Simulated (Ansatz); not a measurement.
# SiNi: the cost of one run

Method: DFT PBE, scalar-relativistic, plane waves, PAW, in Ansatz 0.2.0.

3 further runs of the same task are left out: 2 that didn't finish, 1 set aside as unsound or not needed.

## Step 1: Starting point

The structure is cubic, space group P2_13 (No. 198). The conventional cell has a = 4.519 Å, b = 4.519 Å, c = 4.519 Å, α = 90.00°, β = 90.00°, γ = 90.00°. Around Si (site symmetry 3) lie 7 Ni at 2.37 to 2.45 Å. Ni (site symmetry 3) has 7 Si at 2.37 to 2.45 Å as nearest neighbours.

As a file:

```xyz
8
Lattice="4.5186 0.0000 0.0000 0.0000 4.5186 0.0000 0.0000 0.0000 4.5186" Properties=species:S:1:pos:R:3 pbc="T T T"
Si    3.8246    3.8246    3.8246
Si    2.9533    0.6940    1.5653
Si    1.5653    2.9533    0.6940
Si    0.6940    1.5653    2.9533
Ni    0.6726    0.6726    0.6726
Ni    1.5868    3.8461    2.9319
Ni    2.9319    1.5868    3.8461
Ni    3.8461    2.9319    1.5868
```

It is the result of an earlier relaxation at this level (volume 11.53 Å³/atom; gap on the mesh: none (metal)).

## Step 2: Volume × 0.97

Contents of input.yaml:

```yaml
crystal:
  lattice:
    - [4.4729628273, 0.0, 0.0]
    - [0.0, 4.4729628273, 0.0]
    - [0.0, 0.0, 4.4729628273]
  atoms:
    - { symbol: Si, position: [0.8464147128, 0.8464147128, 0.8464147128] }
    - { symbol: Si, position: [0.6535852872, 0.1535852872, 0.3464147128] }
    - { symbol: Si, position: [0.3464147128, 0.6535852872, 0.1535852872] }
    - { symbol: Si, position: [0.1535852872, 0.3464147128, 0.6535852872] }
    - { symbol: Ni, position: [0.1488402048, 0.1488402048, 0.1488402048] }
    - { symbol: Ni, position: [0.3511597952, 0.8511597952, 0.6488402048] }
    - { symbol: Ni, position: [0.6488402048, 0.3511597952, 0.8511597952] }
    - { symbol: Ni, position: [0.8511597952, 0.6488402048, 0.3511597952] }
basis:
  ecutwfc: 420
kpoints:
  mp_grid: { grid: [8, 8, 8] }
hamiltonian:
  xc: pbe
scf:
  occupations: { method: gaussian, width: 0.1 }
output:
  forces: true
  stress: true
  eigenvalues: true
relax:
  adjacent_minimum: "off"
  f_tol: 0.01
  max_steps: 30
```

Command:

```console
$ ansatz run input.yaml --threads 2 --pin off --max-ram 5120MiB --backend cpu --events-out ev --progress --plain --runs-dir out
```

What time and memory should one allow on 2 threads of Arm Neoverse V1, shared host?

About 24 s, with a peak of 0.45 GiB.
